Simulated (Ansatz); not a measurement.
## Rb under changes of volume

One of the cells (82.431 Å³/atom); the others are scaled copies at fixed shape and fractional positions:

```xyz
4
Lattice="5.7400 0.0000 0.0000 0.0000 4.6400 0.0000 0.0000 0.0000 12.3800" Properties=species:S:1:pos:R:3 pbc="T T T"
Rb    5.4702    3.4800    1.3247
Rb    3.1398    1.1600    7.5147
Rb    2.6002    3.4800    4.8653
Rb    0.2698    1.1600   11.0553
```

This isn't the form of Rb at room conditions, which is bcc.

- Program: Ansatz 0.2.0
- Functional: PBE
- Potentials or basis: Ansatz PAW
- Cutoff: 420 eV (not typed: the program's choice for these potentials)
- k mesh: 5 × 6 × 3
- Occupations: fermi-dirac, width 0.05 eV
- Spin: no spin polarisation

| volume (Å³/atom) | energy over the lowest point (meV/atom) | pressure (GPa) | largest force (eV/Å) |
| --- | --- | --- | --- |
| 77.485 | 70.41 | 1.4 | 0.828 |
| 79.134 | 56.29 | 1.3 | 0.806 |
| 80.782 | 43.23 | 1.2 | 0.785 |
| 82.431 | 31.14 | 1.1 | 0.765 |
| 84.080 | 19.95 | 1.0 | 0.745 |
| 85.728 | ? | ? | ? |
| 87.377 | 0.00 | 0.9 | 0.708 |

What does the run at 85.728 Å³/atom give?

Energy over the lowest point 9.59 meV/atom; pressure 1.0 GPa; largest force 0.726 eV/Å.

Worked out: A Birch-Murnaghan fit of order 3 (a polynomial in V^(-2/3)) to the other rows has no minimum within the range. It gives 9.59 meV/atom at 85.728 Å³/atom, against the run's 9.59, and -dE/dV = 1.0 GPa, against 1.0.

Energies are extrapolated to zero smearing.
